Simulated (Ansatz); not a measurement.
CdS:

```
CELL_PARAMETERS angstrom
4.26117 0.00000 0.00000
-2.13058 3.69028 0.00000
0.00000 0.00000 5.80417
ATOMIC_POSITIONS crystal
Cd 0.00000 0.00000 0.44269
S 0.66667 0.33333 0.43431
```

Measurements of this composition are mostly on another form, of space group No. 186.

| Quantity | Value |
| --- | --- |
| Program | Ansatz 0.2.0 |
| Task | relaxation of cell and atoms |
| Functional | HSE06 |
| Potentials or basis | Ansatz PAW |
| Cutoff | 420 eV (not typed: the program's choice for these potentials) |
| k mesh | 4 × 4 × 3 |
| Occupations | fermi-dirac, width 0.05 eV |
| Spin | no spin polarisation |

At the start: volume 45.64 Å³/atom.

Where does the relaxation end?

It ends after 7 steps and the volume is 45.15 Å³/atom (-1.1 %); space group P-6m2 (No. 187, to 0.05 Å).

Step by step:
```tsv
step	energy change (eV)	largest force (eV/Å)	volume (Å³)
1	0.0000	0.0177	91.27
2	-0.0056	0.0107	90.00
3	-0.0058	0.0087	89.92
4	-0.0059	0.0041	90.01
5	-0.0059	0.0008	90.21
6	-0.0059	0.0014	90.31
7	-0.0054	0.0012	90.31
```

Final structure:
```cif
data_structure
_symmetry_space_group_name_H-M 'P 1'
_symmetry_Int_Tables_number 1
_cell_length_a 4.2266
_cell_length_b 4.2266
_cell_length_c 5.8372
_cell_angle_alpha 90.000
_cell_angle_beta 90.000
_cell_angle_gamma 120.000
_cell_volume 90.31
loop_
_atom_site_label
_atom_site_type_symbol
_atom_site_fract_x
_atom_site_fract_y
_atom_site_fract_z
_atom_site_occupancy
Cd1 Cd 0.00000 0.00000 0.43804 1
S1 S 0.66667 0.33333 0.43896 1
```

Caveat: the k mesh is coarse (spacing up to 0.43 Å⁻¹), so the values aren't converged, least of all with exact exchange; the plane-wave basis is chosen anew once the cell has moved, so the energies of steps on either side of that aren't comparable; the PAW data sets come from PBE, with cores solved anew for the run's functional, which leaves a small shift of forces and pressure.
